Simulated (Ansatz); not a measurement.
# CO2 (I-42d) in Ansatz: a series of runs

Runs on CO2. Level: PBEsol. Tasks: relaxation of cell and atoms.

Program: Ansatz 0.2.0. These are calculated values, not measurements. Logs are shortened: lines on timing, memory, paths and dates and some standing lists are left out, and cuts for length are marked.

## (1) The structure

The structure is tetragonal, space group I-42d (No. 122). The conventional cell has a = 3.949 Å, b = 3.949 Å, c = 6.028 Å, α = 90.00°, β = 90.00°, γ = 90.00°. O (site symmetry 2) is surrounded by 2 C at 1.40 Å. Around C (site symmetry -4) lie 4 O at 1.40 Å.

The cell comes from a database or a generator and needn't be the stable form of this composition.

## (2) Relaxation of cell and atoms, PBEsol, target pressure 5 GPa, at which the enthalpy is minimised

File input.yaml:

```yaml
crystal:
  lattice:
    - [-1.974727, 1.974727, 3.014058]
    - [1.974727, -1.974727, 3.014058]
    - [1.974727, 1.974727, -3.014058]
  atoms:
    - { symbol: O, position: [0.875, 0.959798, 0.584798] }
    - { symbol: O, position: [0.375, 0.290202, 0.415202] }
    - { symbol: O, position: [0.040202, 0.625, 0.915202] }
    - { symbol: O, position: [0.709798, 0.125, 0.084798] }
    - { symbol: C, position: [0.0, 0.0, 0.0] }
    - { symbol: C, position: [0.75, 0.25, 0.5] }
hamiltonian:
  xc: pbesol
  pseudopotentials: { kind: paw }
kpoints:
  mp_grid: { grid: [9, 9, 9] }
scf:
  occupations: { method: fermi_dirac, width: 0.05 }
output:
  forces: true
  stress: true
  eigenvalues: true
relax:
  f_tol: 0.01
  max_steps: 40
  cell: { stress_tol: 0.05, p_target: 5.0 }
```

Potentials or basis: Ansatz PAW.

Launch:

```console
$ ansatz run input.yaml --threads 2 --pin off --max-ram 5632MiB --backend cpu --events-out ev --progress --plain --runs-dir out
```

What it wrote:

```text
Warning: RAYON_NUM_THREADS=2 ignored (pool sized by the plan → 2); use --threads N
Engine: ansatz 0.2.0, x86_64-unknown-linux-gnu
Pseudopotentials: kind: paw
Pseudopotential: O, paw, valence charge 6, recommended cutoff 420 eV (normal), O.paw.azcp
Pseudopotential: C, paw, valence charge 4, recommended cutoff 420 eV (normal), C.paw.azcp
Functional definition: PBEsol
  exchange = pbesol_x
  correlation = pbesol_c
Crystal: 6 atoms, lattice volume = 47.014 Å³
Basis set: ecut = 420 eV, 919 PW (Γ), exchange–correlation on 60×60×60 points (8 copies of the dense FFT grid, shifted against one another)
Bands: 22, of which v1, the nominal top of the filled ones, is band 16 counted from 1 (15 counted from 0)
Symmetry: 8 space group operations
Space group: I-42d (ITA 122), of the structure as read, at distance tolerance 3.6e-5 Å
k-points: 75 of 729 (time reversal used)
Non-local potential: O, projectors of the file, l = 0: 2, l = 1: 2, l = 2: 1
Non-local potential: C, projectors of the file, l = 0: 2, l = 1: 2, l = 2: 1
PAW form: soft (Blöchl's): semilocal exchange-correlation on the pseudo side does not see the compensation charge
PAW frozen core: O, regenerated for the run's functional, and the local potential with it (the file was generated under x = pbe(κ = 0.804, μ = 0.2195149727645171), c = pbe(β = 0.06672455060314922))
PAW frozen core: C, regenerated for the run's functional, and the local potential with it (the file was generated under x = pbe(κ = 0.804, μ = 0.2195149727645171), c = pbe(β = 0.06672455060314922))
PAW one-centre angular grid: O, 110 points (default); XC on 64 Gauss nodes
PAW one-centre angular grid: C, 110 points (default); XC on 64 Gauss nodes
Initial density: superposition of atomic densities (neutral atoms: chi_scale 0, normalization atom), corrected by the library's trained network
Initial wavefunctions: pseudopotential atomic-orbital guess
Functional: x = pbesol(κ = 0.804, μ = 0.12345679012345678), c = pbesol(β = 0.046)
SCF iter   1: F=—  HF=-2732.668335 eV  |F-HF|=—  |Δ(HF+E_count)|=         —  Δρ=1.00e-2  dr2=3.16e-2  ethr=1.77e-3  ⟨swp⟩=6.0  Hψ=7370  notcnv=0
preconditioner: auto → none  [insulator: Δε(μ)=7.554 eV  Ē_g=18.825 eV  σ=0.050 eV  W_gap=1.00  n_scr=14 (ndim 8)  ℏωp=30.6 eV  f_vac=0.039  D(μ)=0.00/eV (n_scr^D=0)  ε∞_Penn≈3.6]
SCF iter   2: F=—  HF=-2732.659048 eV  |F-HF|=—  |Δ(HF+E_count)|=   9.29e-3  Δρ=2.59e-3  dr2=1.86e-3  ethr=9.86e-5  ⟨swp⟩=2.9  Hψ=3685  notcnv=0  defer=147
SCF iter   3: F=—  HF=-2732.659017 eV  |F-HF|=—  |Δ(HF+E_count)|=   3.05e-5  Δρ=1.18e-3  dr2=3.11e-4  ethr=5.80e-6  ⟨swp⟩=2.6  Hψ=2921  notcnv=0  defer=147
SCF iter   4: F=—  HF=-2732.659046 eV  |F-HF|=—  |Δ(HF+E_count)|=   2.89e-5  Δρ=4.28e-4  dr2=1.65e-5  ethr=9.71e-7  ⟨swp⟩=2.1  Hψ=2493  notcnv=0  defer=147
SCF iter   5: F=—  HF=-2732.659084 eV  |F-HF|=—  |Δ(HF+E_count)|=   3.79e-5  Δρ=3.43e-5  dr2=1.59e-7  ethr=5.16e-8  ⟨swp⟩=2.8  Hψ=3010  notcnv=0  defer=147
SCF iter   6: F=-2732.659084 eV  HF=-2732.659084 eV  |F-HF|=5.75e-9  |Δ(HF+E_count)|=   2.58e-7  Δρ=4.79e-6  dr2=3.25e-9  ethr=3.13e-10  ⟨swp⟩=8.3  Hψ=7222  notcnv=0
SCF 1 converged in 6 iterations: F = -2732.659084 eV  dr2 = 3.25e-9
relax step   1: F+E_penalty+E_count = -2732.65908409 eV  Δ(F+E_penalty+E_count) = +0.000e0 eV  max|allowed force component| = 2.141e-1 eV/Å  Δτ_max = 0.0000 Å  P = -6.564 GPa  Ω = 47.014 Å³  (6 SCF iters, dr2 threshold 1.00e-7 eV, accepted)
Crystal: 6 atoms, lattice volume = 44.786 Å³
Basis set: ecut = 420 eV, 901 PW (Γ), exchange–correlation on 60×60×60 points (8 copies of the dense FFT grid, shifted against one another)
Initial density: handed on by an earlier stage of this run
Initial wavefunctions: those handed on with the density
iter 1 solved again at ethr=5.51e-5 eV; its pass at ethr=3.10e-3 eV (dr2=1.76e-2 eV) is discarded
SCF iter   1: F=—  HF=-2732.696845 eV  |F-HF|=—  |Δ(HF+E_count)|=         —  Δρ=1.06e-2  dr2=1.77e-2  ethr=5.51e-5  ⟨swp⟩=1.1  Hψ=11104  notcnv=0
preconditioner: auto → none  [insulator: Δε(μ)=7.663 eV  Ē_g=19.231 eV  σ=0.050 eV  W_gap=1.00  n_scr=14 (ndim 8)  ℏωp=31.4 eV  f_vac=0.012  D(μ)=0.00/eV (n_scr^D=0)  ε∞_Penn≈3.7]
SCF iter   2: F=—  HF=-2732.693357 eV  |F-HF|=—  |Δ(HF+E_count)|=   3.49e-3  Δρ=5.02e-3  dr2=2.94e-3  ethr=5.51e-5  ⟨swp⟩=2.0  Hψ=2509  notcnv=0
SCF iter   3: F=—  HF=-2732.693179 eV  |F-HF|=—  |Δ(HF+E_count)|=   1.78e-4  Δρ=1.10e-3  dr2=3.23e-4  ethr=9.18e-6  ⟨swp⟩=2.5  Hψ=2782  notcnv=0
SCF iter   4: F=—  HF=-2732.693107 eV  |F-HF|=—  |Δ(HF+E_count)|=   7.18e-5  Δρ=3.41e-4  dr2=1.69e-5  ethr=1.01e-6  ⟨swp⟩=2.0  Hψ=2553  notcnv=0
SCF iter   5: F=-2732.693106 eV  HF=-2732.693106 eV  |F-HF|=1.03e-7  |Δ(HF+E_count)|=   1.48e-6  Δρ=5.35e-5  dr2=3.26e-7  ethr=1.87e-9  ⟨swp⟩=4.1  Hψ=7622  notcnv=0
SCF 2 converged in 5 iterations: F = -2732.693106 eV  dr2 = 3.26e-7
relax step   2: F+E_penalty+E_count = -2732.69310610 eV  Δ(F+E_penalty+E_count) = -3.402e-2 eV  max|allowed force component| = 1.025e-1 eV/Å  Δτ_max = 0.0258 Å  P = +1.946 GPa  Ω = 44.786 Å³  energy of the carried Pulay correction = +1.749e-2 eV  (5 SCF iters, dr2 threshold 6.00e-7 eV, accepted)
Crystal: 6 atoms, lattice volume = 44.206 Å³
[... 51 lines left out ...]
SCF iter   4: F=-2732.666121 eV  HF=-2732.666121 eV  |F-HF|=8.71e-8  |Δ(HF+E_count)|=   2.84e-7  Δρ=2.52e-5  dr2=1.30e-7  ethr=1.87e-9  ⟨swp⟩=6.0  Hψ=7402  notcnv=0
SCF 7 converged in 4 iterations: F = -2732.666121 eV  dr2 = 1.30e-7
relax step   7: F+E_penalty+E_count = -2732.66612109 eV  Δ(F+E_penalty+E_count) = +3.460e-3 eV  max|allowed force component| = 1.008e-3 eV/Å  Δτ_max = 0.0025 Å  P = +4.993 GPa  Ω = 44.101 Å³  energy of the carried Pulay correction = +1.270e-3 eV  (4 SCF iters, dr2 threshold 6.00e-7 eV, accepted)
iter 1 solved again at ethr=2.70e-8 eV; its pass at ethr=3.10e-3 eV (dr2=8.63e-6 eV) is discarded
SCF iter   1: F=—  HF=-2732.664801 eV  |F-HF|=—  |Δ(HF+E_count)|=         —  Δρ=5.88e-5  dr2=3.32e-7  ethr=2.70e-8  ⟨swp⟩=3.2  Hψ=12439  notcnv=0
preconditioner: auto → none  [insulator: Δε(μ)=7.689 eV  Ē_g=19.400 eV  σ=0.050 eV  W_gap=1.00  n_scr=14 (ndim 8)  ℏωp=31.6 eV  f_vac=0.013  D(μ)=0.00/eV (n_scr^D=0)  ε∞_Penn≈3.7]
SCF iter   2: F=—  HF=-2732.664805 eV  |F-HF|=—  |Δ(HF+E_count)|=   3.48e-6  Δρ=2.48e-5  dr2=7.21e-8  ethr=1.04e-9  ⟨swp⟩=2.0  Hψ=2721  notcnv=0
SCF iter   3: F=—  HF=-2732.664805 eV  |F-HF|=—  |Δ(HF+E_count)|=   1.96e-8  Δρ=1.27e-5  dr2=1.04e-8  ethr=2.25e-10  ⟨swp⟩=2.9  Hψ=2956  notcnv=0
SCF iter   4: F=—  HF=-2732.664805 eV  |F-HF|=—  |Δ(HF+E_count)|=   1.09e-8  Δρ=3.72e-6  dr2=8.08e-10  ethr=3.25e-11  ⟨swp⟩=2.0  Hψ=2585  notcnv=0
SCF iter   5: F=-2732.664805 eV  HF=-2732.664805 eV  |F-HF|=3.91e-11  |Δ(HF+E_count)|=   1.08e-9  Δρ=5.57e-7  dr2=1.67e-11  ethr=1.00e-12  ⟨swp⟩=3.0  Hψ=7131  notcnv=0
SCF 8 converged in 5 iterations: F = -2732.664805 eV  dr2 = 1.67e-11
relax step   8: F+E_penalty+E_count = -2732.66480492 eV  Δ(F+E_penalty+E_count) = +1.316e-3 eV  max|allowed force component| = 6.790e-4 eV/Å  Δτ_max = 0.0000 Å  P = +4.965 GPa  Ω = 44.101 Å³  stress off target by 4.19e-2 GPa  SCF on the basis re-selected at this cell (its energy is not comparable with the rows above)  (5 SCF iters)
basis re-selected at this cell: Δ(F+E_penalty+E_count) = +1.316e-3 eV, ΔP = -0.028 GPa vs the last step (what re-selecting the basis moved, of the pressure what is left beyond the Pulay correction that the steps carried, after the strain that the cell walked since its last selection, with what the two solves' SCF thresholds leave and, on support functions, any second-order correction that the steps lacked; it is no measure of the basis error at this ecutwfc). This SCF's stress stands 4.19e-2 GPa from its target on what of the cell is left free (relax.cell.stress_tol is 5.00e-2 GPa) and its largest allowed force component is 6.79e-4 eV/Å (relax.f_tol is 1.00e-2 eV/Å): within both
SCF converged after 5 iterations
Free energy (F): -2732.664805 eV
Harris-Foulkes:  -2732.664805 eV  (|F-HF|=3.91e-11)
Internal energy: -2732.664805 eV  (E = F + TS)
E sigma→0 (E₀):  -2732.664805 eV
Fermi energy:    9.703039 eV
--- Per-component energies (eV) ---
  E_band       = -94.939230
  E_kinetic    = 884.723866
  E_local      = -1683.596442  (includes V_loc(G=0)·N_el)
  E_nonlocal   = 246.325618
  E_hartree    = 552.703228
  E_xc         = -384.297760
  E_vxc        = -489.443201  (∫ρ·V_xc dr)
  E_paw        = -801.755186  (= ΣΔE_a)
  E_vpaw       = -158.365719  (= ΣTr[D̂ρ^β])
  E_aug_tail   = 0.010149  (compensation charges beyond the density's cutoff)
  E_ewald      = -1546.961629
  E_core_change = 0.183353  (= ΣΔE_core)
  E_smearing   = -0.000000  (= −TS)
  E_closure    = -0.000000  (closes the sum)
  Σ components = -2732.664805   (vs F -2732.664805, Δ=0.00e0)
--- Forces (eV/Å), atoms counted from 1 ---
  atom   1  O     -0.00067896    -0.00000000     0.00000000
  atom   2  O      0.00067896     0.00000000     0.00000000
  atom   3  O     -0.00000000     0.00067896     0.00000000
  atom   4  O      0.00000000    -0.00067896     0.00000000
  atom   5  C     -0.00000000     0.00000000     0.00000000
  atom   6  C     -0.00000000    -0.00000000     0.00000000
  max |Σ_I F_I| component: 7.11e-17 eV/Å
--- Stress (GPa, compression-positive) ---
        4.958106       0.000000      -0.000000
        0.000000       4.958106      -0.000000
        0.000000      -0.000000       4.980051
  P = ⅓ Tr σ = 4.9654 GPa (49.654 kbar)
--- Band table (eV; the first three rows and the last of 75) ---
  k-point 0: bands = ["-18.5936", "-13.2202", "-13.2202", "-12.4963", "-8.8338", "-4.1316", "-4.1316", "-2.7805", "1.0452", "1.8512", "3.1442", "4.3912", "4.3912", "4.9655", "4.9655", "5.4260", "13.4653", "15.4983", "15.4983", "15.5786", "18.2056", "19.0584"]
  k-point 1: bands = ["-18.4765", "-13.5297", "-13.2550", "-12.5707", "-8.5379", "-4.3094", "-3.9554", "-2.6151", "0.9011", "2.0855", "3.2538", "4.3462", "4.4988", "4.6749", "4.8807", "5.2682", "13.6497", "15.4933", "15.5950", "15.8684", "18.2094", "18.8774"]
  k-point 2: bands = ["-18.1325", "-14.2522", "-13.3332", "-12.7823", "-7.8375", "-4.6986", "-3.4851", "-2.2682", "0.5831", "2.6068", "3.4969", "3.5206", "4.5970", "4.6683", "4.8045", "5.0844", "14.0092", "15.4549", "15.9983", "16.2437", "18.1162", "18.8245"]
  k-point 74: bands = ["-16.5197", "-16.3910", "-13.5540", "-13.5038", "-4.9703", "-4.7098", "-2.8041", "-2.6716", "1.7970", "2.1744", "2.2688", "2.6864", "3.1310", "3.5049", "5.6975", "5.7705", "14.6025", "14.8321", "16.8453", "16.9582", "17.4264", "17.6064"]
--- Relaxed structure (6 steps of the walk, 6 accepted, 2 SCFs on fresh bases) ---
  F+E_penalty+E_count = -2732.66480492 eV   max|allowed force component| = 6.790e-4 eV/Å   (the final SCF, on the basis selected at the relaxed cell)
  cell:  # Å, volume = 44.1005 Å³
    - [-1.9305593076679668, 1.9305593076679668, 2.958131831073111]
    - [1.9305593076679668, -1.9305593076679668, 2.958131831073111]
    - [1.9305593076679668, 1.9305593076679668, -2.958131831073111]
  atoms:
    - { symbol: O, position: [0.8749999999999998, 0.9520917881913862, 0.5770917881913862] }
    - { symbol: O, position: [0.37499999999999994, 0.2979082118086136, 0.4229082118086136] }
    - { symbol: O, position: [0.04790821180861363, 0.6249999999999998, 0.9229082118086134] }
    - { symbol: O, position: [0.7020917881913862, 0.12499999999999992, 0.07709178819138626] }
    - { symbol: C, position: [-1.4641040474428485e-19, -2.7658614098533547e-34, -1.4641040474428512e-19] }
    - { symbol: C, position: [0.75, 0.24999999999999994, 0.49999999999999994] }
```

Run time: 31 s. Hardware: 2 threads of AMD EPYC 7R43 (Zen 3), shared host; peak memory 0.43 GiB.

What came out:

| Quantity | Value |
| --- | --- |
| Free energy | -2732.6648 eV |
| Relaxed volume | 7.35 Å³/atom |
| Relaxed cell | a = 4.026 Å, b = 4.026 Å, c = 4.026 Å, α = 122.68°, β = 122.68°, γ = 85.41° |
| Space group after relaxing (to 0.05 Å) | I-42d (No. 122) |
| Energy change on relaxing (the enthalpy is what falls) | -1.0 meV/atom |
| Ionic steps | 8 |
| Pressure after relaxing | 5.0 GPa |
| Band gap on the k mesh | 7.69 eV, indirect (least direct gap 8.04 eV) |

The path:
| step | energy change (eV) | largest force (eV/Å) | volume (Å³) |
| --- | --- | --- | --- |
| 1 | 0.0000 | 0.2141 | 47.01 |
| 2 | -0.0340 | 0.1025 | 44.79 |
| 3 | -0.0253 | 0.0207 | 44.21 |
| 4 | -0.0264 | 0.0069 | 44.25 |
| 5 | -0.0268 | 0.0018 | 44.26 |
| 6 | -0.0105 | 0.0030 | 44.26 |
| 7 | -0.0070 | 0.0010 | 44.10 |
| 8 | -0.0057 | 0.0007 | 44.10 |

Final structure:
```
O C
1.0
    -1.93056    1.93056    2.95813
     1.93056   -1.93056    2.95813
     1.93056    1.93056   -2.95813
O C
4 2
Direct
  0.87500 0.95209 0.57709
  0.37500 0.29791 0.42291
  0.04791 0.62500 0.92291
  0.70209 0.12500 0.07709
  0.00000 0.00000 0.00000
  0.75000 0.25000 0.50000
```

Caveat: odd divisions of the mesh miss points on the zone boundary, where band edges often lie, so the gap on the mesh can be too wide; the plane-wave basis is chosen anew once the cell has moved, so the energies of steps on either side of that aren't comparable; the pressure holds a Pulay correction of +1.3 GPa for the finite cutoff; the PAW data sets come from PBE, with cores solved anew for the run's functional, which leaves a small shift of forces and pressure.

## (3) Relaxation of cell and atoms, PBEsol, target pressure 10 GPa, at which the enthalpy is minimised

input.yaml, as its differences from that of step 2:

```diff
@@ -23,2 +23,6 @@
   eigenvalues: true
+  write_density: true
+  write_potential: true
+  elf: true
+  volumetric_format: npy
 relax:
@@ -26,2 +30,2 @@
   max_steps: 40
-  cell: { stress_tol: 0.05, p_target: 5.0 }
+  cell: { stress_tol: 0.05, p_target: 10.0 }
```

Potentials or basis: Ansatz PAW.

Launch:

```console
$ ansatz run input.yaml --threads 2 --pin off --max-ram 5632MiB --backend cpu --events-out ev --progress --plain --runs-dir out
```

It took 32 s on 2 threads of AMD EPYC 7R43 (Zen 3), shared host; peak memory 0.4 GiB.

It converged, with:

| Item | Value |
| --- | --- |
| Free energy | -2732.6058 eV |
| Relaxed volume | 7.14 Å³/atom |
| Relaxed cell | a = 3.996 Å, b = 3.996 Å, c = 3.996 Å, α = 123.07°, β = 123.07°, γ = 84.77° |
| Space group after relaxing (to 0.05 Å) | I-42d (No. 122) |
| Energy change on relaxing (the enthalpy is what falls) | +8.9 meV/atom |
| Ionic steps | 8 |
| Pressure after relaxing | 10.0 GPa |
| Band gap on the k mesh | 7.69 eV, indirect (least direct gap 7.99 eV) |

Step by step:
```csv
step,energy change (eV),largest force (eV/Å),volume (Å³)
1,0.0000,0.2141,47.01
2,-0.0053,0.0962,43.61
3,0.0252,0.0200,42.94
4,0.0215,0.0079,43.01
5,0.0209,0.0003,43.02
6,0.0417,0.0011,43.02
7,0.0519,0.0006,42.82
8,0.0533,0.0003,42.82
```

Final structure:
```
CELL_PARAMETERS angstrom
-1.90450 1.90450 2.95136
1.90450 -1.90450 2.95136
1.90450 1.90450 -2.95136
ATOMIC_POSITIONS crystal
O 0.87500 0.94698 0.57198
O 0.37500 0.30302 0.42802
O 0.05302 0.62500 0.92802
O 0.69698 0.12500 0.07198
C 0.00000 0.00000 0.00000
C 0.75000 0.25000 0.50000
```

Levels at points of the mesh, in eV from the valence-band top:
```
           k point  band 12  band 13  band 14  band 15  band 16  band 17  band 18  band 19  band 20  band 21
(0.00, 0.00, 0.00)    -1.50    -1.50    -0.76    -0.76    -0.31     7.69     9.91     9.91    10.08    12.44
```

Caveat: odd divisions of the mesh miss points on the zone boundary, where band edges often lie, so the gap on the mesh can be too wide; the plane-wave basis is chosen anew once the cell has moved, so the energies of steps on either side of that aren't comparable; the pressure holds a Pulay correction of +1.4 GPa for the finite cutoff; the PAW data sets come from PBE, with cores solved anew for the run's functional, which leaves a small shift of forces and pressure. A k mesh can miss the band edges.

(Continued in part 2 of 2.)
